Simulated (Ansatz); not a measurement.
Structure: a 10-atom cell of Al₂O₃ built on the corundum structure (relaxed group R-3c), at its r2SCAN minimum. It is trigonal, R-3c (No. 167); conventional cell a = 4.759 Å, c = 12.995 Å, 8.49 Å³ an atom. Al has 6 O at 1.86–1.97 Å; O has 4 Al at 1.86–1.97 Å.

The questions ask for values computed with Ansatz on this geometry. No spin polarisation and no zero-point or thermal motion.

Question: Is there a gap with PBE, and of what kind?

Answer: With PBE the gap is 6.24 eV and direct, at Γ.

Question: How does the gap change from PBE to r2SCAN (6×6×6)?

Answer: With r2SCAN the gap is 7.14 eV and direct, at Γ. The gap differs by +0.90 eV from PBE's.

Question: What does HSE06 give for the gap (4×4×4 mesh)?

Answer: The HSE06 gap is direct at Γ: 8.11 eV. The gap differs by +1.87 eV from PBE's.

Question: What does PBE0 give for the gap (4×4×4 mesh)?

Answer: The PBE0 gap is direct at Γ: 8.86 eV. The gap differs by +2.62 eV from PBE's.

Question: What do these levels agree on?

Answer: r2SCAN covers 48 % of the step from PBE to HSE06. All these functionals give a gap of the same kind, direct.

Question: How do these values compare with experiment?

Answer:
Calculation and measurement side by side:
- Gap, measured 8.7 eV (optical): PBE 6.24 (-2.46), r2SCAN 7.14 (-1.56), HSE06 8.11 (-0.59), PBE0 8.86 (+0.16) eV. Source: 8.7 eV (optical band gap of host from absorption; optical absorption, quoted from earlier work; literature value quoted for a high-purity sample; optical absorption edge, temperature not stated, exciton effects not separated; quoted in “Multi-petahertz electron interference in Cr:Al₂O₃ solid-state material”, 2018, pmc:5906618).
Measured gaps include zero-point and thermal shifts, optical ones also the exciton binding, and spin-orbit coupling, which these levels lack. Reports marked as nanostructured, strained, doped, implanted or mixed samples, and transport gaps, were set aside.

The meshes of the hybrids are coarse, so their gaps aren't converged to the digits shown.
